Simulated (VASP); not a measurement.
Set up this calculation in VASP 6.6.1, as the native input.

```yaml
Task: single point
Functional: PBE
Potentials_or_basis: VASP PAW PBE potentials, release 64 (Ca_sv)
Cutoff: 520 eV
k_mesh: 16 × 16 × 16
Occupations: gaussian, width 0.15 eV
Spin: no spin polarisation
Dipole_correction: no
Further_INCAR_settings: ALGO = Fast; EDIFF = 1e-06; NBANDS = 11
```

The structure of Ca lies in POSCAR:

```
Ca
1.0
   -2.2052049036      2.2052049036      2.1961148100
    2.2052049036     -2.2052049036      2.1961148100
    2.2052049036      2.2052049036     -2.1961148100
Ca
1
Direct
    0.5000000000      0.5000000000      0.0000000000
```

This isn't the form of Ca at room conditions, which is fcc.

The input as run:

INCAR

```
PREC     = Accurate       # precision mode
ENCUT    = 520            # plane-wave cutoff, eV
EDIFF    = 1E-6           # SCF threshold, eV
ISMEAR   = 0              # smearing method
SIGMA    = 0.15           # smearing width, eV
LREAL    = False          # projectors in reciprocal space
LASPH    = True           # aspherical terms in the spheres
NELM     = 60             # most SCF steps
ALGO     = Fast           # electronic algorithm
ISIF     = 2              # what is computed and relaxed
LWAVE    = False          # write WAVECAR
LCHARG   = True           # write CHGCAR
GGA      = PE             # functional
LELF     = True           # ELF
LVHAR    = True         
NBANDS   = 11             # bands
```

KPOINTS

```
regular mesh
0
Gamma
  16 16 16
```

Potentials or basis: VASP PAW PBE potentials, release 64 (Ca_sv).

Run with:

```bash
$ cat potpaw_PBE.64/Ca_sv/POTCAR > POTCAR
$ mpirun -np 1 vasp_std > vasp.out
```

It gave:

```
Pressure               : -0.2 GPa
Band gap on the k mesh : none (metal or under the smearing width)
```

It took 86 s on 1 thread of AMD EPYC 9R45 96-Core Processor (Zen 5), with other jobs on the host, peak memory 0.25 GiB.
